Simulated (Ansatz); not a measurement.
# V3Si: the cost of one run

Program: the Python package of Ansatz 0.2.0. The levels of theory stand in the script. These are calculated values, not measurements.

**1. The structure**

It takes space group Pm-3n (No. 223, cubic). Conventional cell: a = 4.732 Å, b = 4.732 Å, c = 4.732 Å, α = 90.00°, β = 90.00°, γ = 90.00°. Around V (site symmetry -4m2) lie 2 V at 2.37 Å and 4 Si at 2.65 Å. Si (site symmetry m-3) has 12 V at 2.65 Å in its first shell of neighbours.

v3si.vasp, read by the script:

```text
V3Si
1.0
   4.73200000    0.00000000    0.00000000
   0.00000000    4.73200000    0.00000000
   0.00000000    0.00000000    4.73200000
V Si
6 2
Direct
   0.25000000    0.00000000    0.50000000
   0.50000000    0.75000000    0.00000000
   0.75000000    0.00000000    0.50000000
   0.50000000    0.25000000    0.00000000
   0.00000000    0.50000000    0.75000000
   0.00000000    0.50000000    0.25000000
   0.00000000    0.00000000    0.00000000
   0.50000000    0.50000000    0.50000000
```

**2. The code**

Contents of lattice.py:

```python
# -*- coding: utf-8 -*-
'''Relaxed cell of V3Si under several functionals.'''

import ansatz
from ase.io import read
import numpy as np

def edges_and_angles(cell):
    cell = np.asarray(cell)
    a, b, c = np.linalg.norm(cell, axis=1)
    cosines = cell[1] @ cell[2] / (b * c), cell[0] @ cell[2] / (a * c), cell[0] @ cell[1] / (a * b)
    return (a, b, c, *np.degrees(np.arccos(cosines)))

atoms = read('v3si.vasp', format='vasp')
atoms.set_initial_magnetic_moments([1.5, -1.5, 1.5, -1.5, 1.5, -1.5, 0.0, 0.0])
system = ansatz.Crystal.from_ase(atoms)

job = (
    system.calculation()
    .basis(510)
    .kpoints(6)
    .occupations('fermi_dirac')
    .spin(ansatz.SpinTreatment.COLLINEAR)
    .relax(cell=True, force_tolerance=0.005, max_steps=60)
)

levels = [('r2scan', 'none'), ('pbesol', 'none'), ('pbe', 'none')]
print('level            a       b       c    alpha   beta  gamma  V/atom  steps')
for name, dispersion in levels:
    seen = []
    run = job.functional(name, dispersion=dispersion).session().plan()
    outcome = run.execute(on_event=lambda e: seen.append(e) if e['event'] == 'relax_step' else None)
    cell = outcome.lattice.cell_ang
    label = name if dispersion == 'none' else f'{name}+{dispersion}'
    print('{:13s} {:7.4f} {:7.4f} {:7.4f} {:6.2f} {:6.2f} {:6.2f}'.format(label, *edges_and_angles(cell)), f'{abs(np.linalg.det(cell)) / len(outcome.lattice.sites):7.3f} {len(seen):5d}')
```

**3. The input behind the calls**

The package turns the script's settings into the engine's input (first run):

```yaml
crystal:
  lattice:
    - [4.732, 0.0, 0.0]
    - [0.0, 4.732, 0.0]
    - [0.0, 0.0, 4.732]
  atoms:
    - { symbol: V, position: [0.25, 0.0, 0.5], spin: 1.5 }
    - { symbol: V, position: [0.5, 0.75, 0.0], spin: -1.5 }
    - { symbol: V, position: [0.75, 0.0, 0.5], spin: 1.5 }
    - { symbol: V, position: [0.5, 0.25, 0.0], spin: -1.5 }
    - { symbol: V, position: [0.0, 0.5, 0.75], spin: 1.5 }
    - { symbol: V, position: [0.0, 0.5, 0.25], spin: -1.5 }
    - { symbol: Si, position: [0.0, 0.0, 0.0], spin: 0.0 }
    - { symbol: Si, position: [0.5, 0.5, 0.5], spin: 0.0 }
basis:
  ecutwfc: 510.0
kpoints:
  mp_grid:
    grid: [6, 6, 6]
hamiltonian:
  xc: r2scan
  dispersion: none
magnetization:
  spin_polarized: true
scf:
  occupations:
    method: fermi_dirac
relax:
  f_tol: 0.005
  max_steps: 60
  cell: {}
```

**4. Launch**

Command:

```sh
> python lattice.py
```

**Question.** How long does this script take on 1 thread of Arm Neoverse V1, shared host, and how much memory does it need?

About 46 min, with a peak of 1.2 GiB.
